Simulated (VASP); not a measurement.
# GaN (F-43m) in VASP: single point with PBEsol

Aim: the single point of GaN with PBEsol.

Program: VASP 6.6.1. These are calculated values, not measurements. Logs are shortened: lines on timing, memory, paths and dates and some standing lists are left out, and cuts for length are marked.

## 1. The structure

Symmetry: F-43m, No. 216, cubic system. Conventional cell: a = 4.507 Å, b = 4.507 Å, c = 4.507 Å, α = 90.00°, β = 90.00°, γ = 90.00°. Ga (site symmetry -43m) has 4 N at 1.95 Å as nearest neighbours. N (site symmetry -43m) is surrounded by 4 Ga at 1.95 Å.

The cell is a database's computed one.

## 2. Single point, PBEsol

Input file INCAR:

```
SYSTEM = GaN
PREC = Accurate ; ENCUT = 520
EDIFF = 1E-7 ; ISMEAR = 0
SIGMA = 0.01 ; LREAL = .False.
LASPH = .True. ; NELM = 100
ALGO = Normal ; ISIF = 2
LWAVE = .False. ; LCHARG = .False.
GGA = PS ; NBANDS = 16
```

Input file KPOINTS:

```
regular mesh
0
Gamma
  4 4 4
  0 0 0
```

Input file POSCAR:

```
GaN
1.0
    0.0000000000      2.2535000000      2.2535000000
    2.2535000000      0.0000000000      2.2535000000
    2.2535000000      2.2535000000      0.0000000000
Ga N
1 1
Direct
    0.0000000000      0.0000000000      0.0000000000
    0.7500000000      0.7500000000      0.7500000000
```

Potentials or basis: VASP PAW PBE potentials, release 64 (Ga_d, N).

Command:

```bash
$ cat potpaw_PBE.64/Ga_d/POTCAR potpaw_PBE.64/N/POTCAR > POTCAR
$ mpirun -np 1 vasp_std > vasp.out
```

OUTCAR:

```text
SYSTEM = GaN
   PREC = Accurate
   ENCUT = 520
   EDIFF = 1E-7
   ISMEAR = 0
   LREAL = .False.
   LASPH = .True.
   NELM = 100
   ISIF = 2
   GGA = PS

 ion  position               nearest neighbor table
   1  0.000  0.000  0.000-   2 1.95   2 1.95   2 1.95   2 1.95
   2  0.750  0.750  0.750-   1 1.95   1 1.95   1 1.95   1 1.95

  LATTYP: Found a face centered cubic cell.
 ALAT       =     4.5070000000

  Lattice vectors:

 A1 = (   0.0000000000,   2.2535000000,   2.2535000000)
 A2 = (   2.2535000000,   0.0000000000,   2.2535000000)
 A3 = (   2.2535000000,   2.2535000000,   0.0000000000)

Analysis of symmetry for initial positions (statically):
=====================================================================
 Subroutine PRICEL returns:
 Original cell was already a primitive cell.

 Routine SETGRP: Setting up the symmetry group for a
 face centered cubic supercell.

 Subroutine GETGRP returns: Found 24 space group operations
 (whereof 24 operations were pure point group operations)
 out of a pool of 48 trial point group operations.

The static configuration has the point symmetry T_d .

Analysis of symmetry for dynamics (positions and initial velocities):
=====================================================================
 Subroutine PRICEL returns:
 Original cell was already a primitive cell.

 Routine SETGRP: Setting up the symmetry group for a
 face centered cubic supercell.

 Subroutine GETGRP returns: Found 24 space group operations
 (whereof 24 operations were pure point group operations)
 out of a pool of 48 trial point group operations.

The dynamic configuration has the point symmetry T_d .

 Subroutine INISYM returns: Found 24 space group operations
 (whereof 24 operations are pure point group operations),
 and found     1 'primitive' translations

----------------------------------------------------------------------------------------

                                     Primitive cell

  volume of cell :      22.8877

  direct lattice vectors                    reciprocal lattice vectors
     0.000000000  2.253500000  2.253500000    -0.221877080  0.221877080  0.221877080
     2.253500000  0.000000000  2.253500000     0.221877080 -0.221877080  0.221877080
     2.253500000  2.253500000  0.000000000     0.221877080  0.221877080 -0.221877080

  length of vectors
     3.186930263  3.186930263  3.186930263     0.384302376  0.384302376  0.384302376

  position of ions in fractional coordinates (direct lattice)
[... 62 lines left out ...]
   EDIFF  = 0.1E-06   stopping-criterion for ELM
   LREAL  =      F    real-space projection
   EDIFFG = 0.1E-05   stopping-criterion for IOM
   NSW    =      0    number of steps for IOM
   IBRION =     -1    ionic relax: 0-MD 1-quasi-New 2-CG
   NFREE  =      0    steps in history (QN), initial steepest desc. (CG)
   ISIF   =      2    stress and relaxation
   ISYM   =      2    0-nonsym 1-usesym 2-fastsym
   POTIM  = 0.5000    time-step for ionic-motion
   TEBEG  =    0.0;   TEEND  =   0.0 temperature during run
   PSTRESS=    0.0 pullay stress
   NELECT =      18.0000    total number of electrons
   NUPDOWN=      -1.0000    fix difference up-down
   EMIN   =  10.00;   EMAX   =-10.00  energy-range for DOS
   EFERMI =   0.00;   METHOD = LEGACY
   ISMEAR =     0;   SIGMA  =   0.01  broadening in eV -4-tet -1-fermi 0-gaus
   EFERMI_NEDOS =   21; number of points for ismear=-14 and -15
   IALGO  =     38    algorithm
   IMIX   =      4    mixing-type and parameters
     AMIX     =   0.40;   BMIX     =  1.00
     AMIX_MAG =   1.60;   BMIX_MAG =  1.00
  volume/ion in A,a.u.               =      11.44        77.23
  Fermi-wavevector in a.u.,A,eV,Ry     =   1.511117  2.855597 31.068560  2.283475
  Thomas-Fermi vector in A             =   2.621217
   LORBIT       =      0    0 simple, 1 ext, 2 COOP (PROOUT), +10 PAW based schemes
   GGA     = PS    functional components
   LHFCALC =     F    Hartree Fock is set to
   AEXX    =    0.0000 exact exchange contribution
   IVDW    =     0    specifies the selected vdW correction
   LEPSILON=     F    determine dielectric tensor
   LRPA    =     F    only Hartree local field effects (RPA)
 non-spin polarized calculation
 Gauss-broadening in eV      SIGMA  =   0.01
  energy-cutoff  :      520.00
  volume of cell :       22.89
 maximum number of plane-waves:       636
   NGX = 11   NGY = 11   NGZ = 11

 number of electron      18.0000004 magnetization

 Free energy of the ion-electron system (eV)
  ---------------------------------------------------
  ext. energy  EPLUGINS =         0.00000000
  ---------------------------------------------------
  free energy    TOTEN  =       -13.05556309 eV

  energy without entropy =      -13.05556309  energy(sigma->0) =      -13.05556309

 E-fermi :   5.2536     XC(G=0): -11.8926

 val. band max:        5.1985501818   @ k =   0.0000   0.0000   0.0000
 cond. band min:       6.8588689126   @ k =   0.0000   0.0000   0.0000
 fundamental gap:      1.6603187308
 Fermi energy:         5.2535805034

 k-point     1 :       0.0000    0.0000    0.0000
  band No.  band energies     occupation
      1     -10.7475      2.00000
      2      -8.2536      2.00000
      3      -8.2536      2.00000
      4      -8.2536      2.00000
      5      -7.9307      2.00000
      6      -7.9307      2.00000
[... 129 lines left out ...]
      3      -8.0785      2.00000
      4      -7.9218      2.00000
      5      -7.9202      2.00000
      6      -5.9300      2.00000
[... 8 lines left out ...]
     15      24.3599      0.00000
     16      28.7112      0.00000

------------------------ aborting loop because EDIFF is reached ----------------------------------------

  FORCE on cell =-STRESS in cart. coord.  units (eV):
  Direction    XX          YY          ZZ          XY          YZ          ZX
  --------------------------------------------------------------------------------------
  -------------------------------------------------------------------------------------
  Total       -0.1990030     -0.1990030     -0.1990030     -0.0000000     -0.0000000     -0.0000000
  in kB      -13.9305288    -13.9305288    -13.9305288     -0.0000000     -0.0000000     -0.0000000
  external PRESSURE =     -13.9305288 kB  Pullay stress =       0.0000000 kB

 VOLUME and BASIS-vectors are now :
 -----------------------------------------------------------------------------
  energy-cutoff  :      520.00
  volume of cell :       22.89
      direct lattice vectors                 reciprocal lattice vectors
     0.000000000  2.253500000  2.253500000    -0.221877080  0.221877080  0.221877080
     2.253500000  0.000000000  2.253500000     0.221877080 -0.221877080  0.221877080
     2.253500000  2.253500000  0.000000000     0.221877080  0.221877080 -0.221877080

 POSITION                                       TOTAL-FORCE (eV/Angst)
 -----------------------------------------------------------------------------------
      0.00000      0.00000      0.00000        -0.000000     -0.000000     -0.000000
      3.38025      3.38025      3.38025         0.000000      0.000000      0.000000
 -----------------------------------------------------------------------------------
    total drift:                               -0.000001     -0.000001     -0.000001

  FREE ENERGIE OF THE ION-ELECTRON SYSTEM (eV)
  ---------------------------------------------------
  free  energy   TOTEN  =       -13.0555630907 eV

  energy  without entropy=      -13.0555630907  energy(sigma->0) =      -13.05556309
```

OSZICAR:

```text
N       E                     dE             d eps       ncg     rms          rms(c)
DAV:   1     0.861254833621E+02    0.86125E+02   -0.89005E+03   296   0.196E+03
DAV:   2    -0.914592187867E+01   -0.95271E+02   -0.88675E+02   304   0.340E+02
DAV:   3    -0.148452145682E+02   -0.56993E+01   -0.56855E+01   272   0.701E+01
DAV:   4    -0.149061913320E+02   -0.60977E-01   -0.60972E-01   328   0.784E+00
DAV:   5    -0.149070062493E+02   -0.81492E-03   -0.81491E-03   296   0.830E-01    0.725E+00
DAV:   6    -0.130846241318E+02    0.18224E+01   -0.42809E+00   384   0.394E+01    0.262E+00
DAV:   7    -0.130755277184E+02    0.90964E-02   -0.29152E-01   264   0.560E+00    0.172E+00
DAV:   8    -0.130595113537E+02    0.16016E-01   -0.56187E-02   336   0.285E+00    0.734E-01
DAV:   9    -0.130554439222E+02    0.40674E-02   -0.13775E-02   376   0.252E+00    0.172E-01
DAV:  10    -0.130556096804E+02   -0.16576E-03   -0.13308E-03   304   0.495E-01    0.750E-02
DAV:  11    -0.130555605722E+02    0.49108E-04   -0.16848E-04   408   0.215E-01    0.509E-03
DAV:  12    -0.130555631503E+02   -0.25781E-05   -0.16678E-05   296   0.449E-02    0.441E-03
DAV:  13    -0.130555630907E+02    0.59565E-07   -0.51605E-07   336   0.872E-03
   1 F= -.13055563E+02 E0= -.13055563E+02  d E =-.186360E-16
```

stdout:

```text
POSCAR found type information on POSCAR GaN
 POSCAR found :  2 types and       2 ions
 scaLAPACK will be used
 -----------------------------------------------------------------------------
|                                                                             |
|                                                                             |
|     You enforced a specific xc type in the INCAR file but a different       |
|     I HOPE YOU KNOW WHAT YOU ARE DOING!                                     |
|                                                                             |
 -----------------------------------------------------------------------------

 LDA part: xc-table for (Slater+PW92), standard interpolation
 POSCAR, INCAR and KPOINTS ok, starting setup
 FFT: planning ... GRIDC
 FFT: planning ... GRID_SOFT
 FFT: planning ... GRID
 WAVECAR not read
 entering main loop
```

Wall time 5.3 s (1 thread of Intel Xeon Platinum 8259CL at 2.50GHz (Skylake/Cascade Lake), shared host); peak memory 0.13 GiB.

What came out:

```
Free energy            : -13.0556 eV
Pressure               : -1.4 GPa
Band gap on the k mesh : 1.66 eV, direct
```

Levels at points of the mesh, in eV from the valence-band top:
```tsv
k point	band 5	band 6	band 7	band 8	band 9	band 10	band 11	band 12	band 13	band 14
(0.00, 0.00, 0.00)	-13.13	-13.13	0.00	0.00	0.00	1.66	10.16	10.16	10.16	17.34
(0.50, 0.00, 0.00)	-13.08	-11.86	-7.14	-0.98	-0.98	4.53	8.62	10.22	10.22	15.40
(0.50, 0.50, 0.00)	-13.05	-11.43	-6.21	-2.75	-2.75	3.18	6.53	11.56	13.85	13.85
```

Caveat: the k mesh is coarse (spacing up to 0.60 Å⁻¹), so the values aren't converged; the PAW data sets were made with another functional, which shifts forces and pressure a little.
